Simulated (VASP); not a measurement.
Si12HO24 (a cell with a defect), 74 atoms in the cell. The cell holds a defect, 74 atoms: a = 9.832 Å, b = 9.832 Å, c = 10.818 Å, α = 90.00°, β = 90.00°, γ = 120.00°. 

| Item | Value |
| --- | --- |
| Program | VASP 6.6.1 |
| Task | single point |
| Functional | PBE |
| Dispersion | D3(BJ) |
| Potentials or basis | VASP PAW PBE potentials, release 64 (Si, O, H) |
| Cutoff | 450 eV |
| k mesh | 1 × 1 × 1 |
| Occupations | gaussian, width 0.02 eV |
| Spin | no spin polarisation |
| Further INCAR settings | ALGO = Normal; EDIFF = 1e-06; NBANDS = 236 |

Potentials or basis: VASP PAW PBE potentials, release 64 (Si, O, H).

Launch:

```sh
$ cat potpaw_PBE.64/Si/POTCAR potpaw_PBE.64/O/POTCAR potpaw_PBE.64/H/POTCAR > POTCAR
$ mpirun -np 1 vasp_std > vasp.out
```

Hardware: 1 thread of Intel(R) Xeon(R) Platinum 8488C (Sapphire Rapids), on a shared host.

Q: Estimate the wall time of this run.

A: It took 11 min on 1 thread of Intel(R) Xeon(R) Platinum 8488C (Sapphire Rapids), with other jobs on the host, peak memory 0.82 GiB. Counts: scf iterations 16, k points 1.
